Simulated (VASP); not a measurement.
Crystal: Si.

```
Si
1.0
     2.62054    0.00000    0.00000
    -1.31027    2.26946    0.00000
     0.00000    0.00000    2.46635
Si
1
Direct
  0.00000 0.00000 0.00000
```

This isn't the form of Si at room conditions, which is diamond.

* Program: VASP 6.6.1
* Task: relaxation of cell and atoms
* Functional: RPBE
* Dispersion: D3
* Potentials or basis: VASP PAW PBE potentials, release 64 (Si)
* Cutoff: 600 eV
* k mesh: 12 × 12 × 11
* Occupations: fermi-dirac, width 0.05 eV
* Spin: no spin polarisation

At the start: pressure 1.3 GPa; volume 14.67 Å³/atom.

Where does the relaxation end?

Over 3 steps the energy falls by 3.5 meV/atom and the volume is 14.82 Å³/atom (+1.0 %); space group P6/mmm (No. 191, to 0.05 Å).

The path:
```
step  energy change (eV)  largest force (eV/Å)  pressure (GPa)  volume (Å³)
   1              0.0000                0.0000            1.29        14.67
   2             -0.0021                0.0000           -0.90        14.92
   3             -0.0035                0.0000           -0.10        14.82
```

Final structure:
```cif
data_structure
_symmetry_space_group_name_H-M 'P 1'
_symmetry_Int_Tables_number 1
_cell_length_a 2.6158
_cell_length_b 2.6158
_cell_length_c 2.5013
_cell_angle_alpha 90.000
_cell_angle_beta 90.000
_cell_angle_gamma 120.000
_cell_volume 14.82
loop_
_atom_site_label
_atom_site_type_symbol
_atom_site_fract_x
_atom_site_fract_y
_atom_site_fract_z
_atom_site_occupancy
Si1 Si 0.00000 0.00000 0.00000 1
```

Caveat: the PAW data sets were made with another functional, which shifts forces and pressure a little; pairwise dispersion overbinds metals, which lowers pressure and volume.
